Does SnTe, squeezed in its rocksalt structure, notice in its pressure that two electronic levels change places on the way? The pressure by itself seems to say no.

Rocksalt SnTe (two-atom cell) at several volumes, computed with Ansatz 0.2.0 using spin-unpolarised DFT with the PBE functional, PAW potentials and no spin–orbit coupling. The plane-wave cutoff is 420 eV, the k mesh 8×8×8 and the Fermi–Dirac smearing width 0.02 eV. Pressure is positive in compression.

| volume (Å³/atom) | shortest distance (Å) | pressure (GPa) |
| --- | --- | --- |
| 27.569 | 3.021 | 10.690 |
| 28.702 | 3.062 | 7.550 |
| 30.069 | 3.110 | 4.480 |
| 30.711 | 3.132 | 3.270 |
| 31.344 | 3.153 | 2.200 |
| 32.441 | 3.189 | 0.630 |
| 33.673 | 3.229 | -0.830 |
| 34.427 | 3.253 | -1.610 |
| 36.157 | 3.307 | -3.070 |
| 36.188 | 3.308 | -3.090 |
| 36.576 | 3.319 | -3.370 |

The pressure falls at every step to larger volume, and a plot of it would show no kink. A finer test is the bulk modulus $K=-V\,\mathrm{d}P/\mathrm{d}V$, where $V$ is the volume and $P$ the pressure. Taken between neighbouring rows, it rises from about 26 GPa in the most expanded cells to 78 GPa in the most compressed ones, the usual stiffening of a solid as its bonds shorten. The cells are held in the rocksalt structure throughout; whether that structure is the stable one at the highest pressures was not examined.

This stiffening should be even, but it has a dent. I drew a straight line of $K$ against $P$ from the interval 30.069–30.711 Å³/atom to the interval 33.673–34.427. In the two intervals that meet at 32.441, the modulus lies about 1.2 and 0.7 GPa below the line. Rounding of the volumes shifts any one of these moduli by less than 0.1 GPa, with the pressures taken to more digits than the table prints.

The electronic levels of the same runs show what happens there. At the point L of the Brillouin zone, the gap between the highest filled and the lowest empty level shrinks on compression to 0.011 eV at 32.441, then opens again. The calculation gives only the size of this gap, but around this minimum its course is smooth only if the two levels have changed places between 32.441 and 31.344. Symmetry allows a true crossing: the crystal has inversion symmetry, and the two edge states at L are expected to have opposite parity, in which case they do not mix. The parities themselves were not read from these runs.

Such an exchange must soften the crystal. Electrons fill the lower of the two levels, and after the crossing on expansion this is the one whose energy falls faster with volume. A state whose energy falls faster on expansion pushes outward more strongly. The pressure therefore gains a small upward step on top of its general fall, the fall looks too slow, and $K$ comes out too low. The same holds for any two levels that cross with volume, if the electrons simply move to the lower one.

The size of the step follows from the levels alone. Per cell, it is

$$\Delta P = 2\,w\,\frac{\mathrm{d}E_\mathrm{gap}}{\mathrm{d}V_\mathrm{cell}},$$

where the factor 2 counts the electrons in a level, $w$ is the share of L in the mesh and $E_\mathrm{gap}$ is the gap at L, counted negative on the compressed side of the crossing. There are four L points among the 512 of the mesh, so $w=4/512$. Near the crossing the gap changes by 0.087 eV per Å³/atom, or half of that per Å³ of the two-atom cell. With 1 eV/Å³ equal to about 160 GPa, the step is $2\times(4/512)\times(0.087/2)\times160\approx0.11$ GPa.

That is under 1 % of the whole pressure range, which is why the eye misses it. The step is also not sharp: the smearing of the occupations lets both levels be partly filled while they lie close together, and this spreads most of it over the range from about 31.3 to 33.7 Å³/atom. A derivative is less forgiving. Between 31.344 and 32.441 the pressure falls by only 1.57 GPa, and an error of 0.05 GPa in that fall already shifts the modulus by 3 %.

The pressures did not enter the estimate, so they can test it. When the smeared step is subtracted from them, the dent disappears: the modulus then stays within 0.2 GPa of a straight line drawn anew through the same two end intervals, slightly above it. The output below gives the moduli with and without the step; the modulus between 36.157 and 36.188 suffers from their tiny spacing, and so do the slopes in the last two rows, which depend on it. Place, sign and size all agree with the exchange at L.

The dent is nevertheless unlikely to be a property of SnTe. In a real crystal the exact point L has no weight of its own, and the states around it change character gradually, each at its own volume. Here a few mesh points stand for a whole region and switch together. The mesh also misses that the compressed crystal is gapless at this level of theory: a finer search close to L, made at 31.344, 30.069 and 28.702 Å³/atom, finds the filled and empty bands touching there. The volume of the crossing is no prediction either: PBE tends to place empty levels too low relative to the filled ones, which moves the crossing, and spin–orbit coupling, which is left out, alters the levels at L considerably.

A mesh twice as dense in each direction would settle the matter. It gives L an eighth of the weight, so its step should shrink to about 0.014 GPa and the dent should largely vanish. Until that is done, a bulk modulus for this solid is safer from a smooth equation of state, fitted to volumes well to either side of the crossing, than from two neighbours that straddle it. Even such a fit is expected to come out a little soft, because the two sides stay offset by the step; subtracting the step first removes that bias.

Numerical output:

```
Each row with the row before it:
     row  signed gap eV  gap slope  L term GPa  bulk modulus GPa  its slope in P  modulus without L term  its slope in P without L term
  27.569        -0.2229        n/a    -0.05391               n/a             n/a                     n/a                            n/a
  28.702        -0.2689   -0.04066    -0.05419             77.93             n/a                   77.92                            n/a
  30.069        -0.2178    0.03737    -0.05386             66.04            3.83                   66.04                          3.826
  30.711        -0.1516     0.1032    -0.05192             57.56           3.952                   57.65                          3.911
  31.344       -0.08951    0.09808    -0.04385             52.39           4.525                   52.79                           4.24
  32.441        0.01066    0.09131    0.007193             45.54           5.199                   47.03                          4.278
  33.673         0.1127    0.08279     0.04819              39.3           4.118                    40.4                          4.243
  34.427         0.1699    0.07593     0.05279             35.09            3.76                   35.29                          4.465
  36.157         0.2873    0.06784     0.05424              29.8           4.725                   29.83                          4.871
  36.188         0.2893    0.06419     0.05425             26.92           3.878                   26.93                          3.907
  36.576         0.3129    0.06101     0.05428             25.53           9.452                   25.53                           9.46
Gap slope near crossing, eV per (Å³/atom): 0.0868
Gap slope 31.344 to 32.441 if 32.441 were already exchanged: 0.07188
Gap slope 32.441 to 33.673 if 32.441 were already exchanged: 0.1001
Estimated full pressure step, GPa: 0.1086
Step as percent of the whole pressure range: 0.7728
Change of L term from 31.344 to 33.673, GPa: 0.09204
Modulus less straight line, intervals ending at 31.344, 32.441, 33.673, GPa: -0.1314, -1.172, -0.7291
The same without L term, GPa: 0.06858, 0.09868, 0.1884
Pressure fall missing against the line, GPa: 0.07015
Pressure fall missing without L term, negative for an excess, GPa: -0.01181
Largest rounding error of modulus from volumes, 30.069 to 34.427, GPa: 0.08966
```
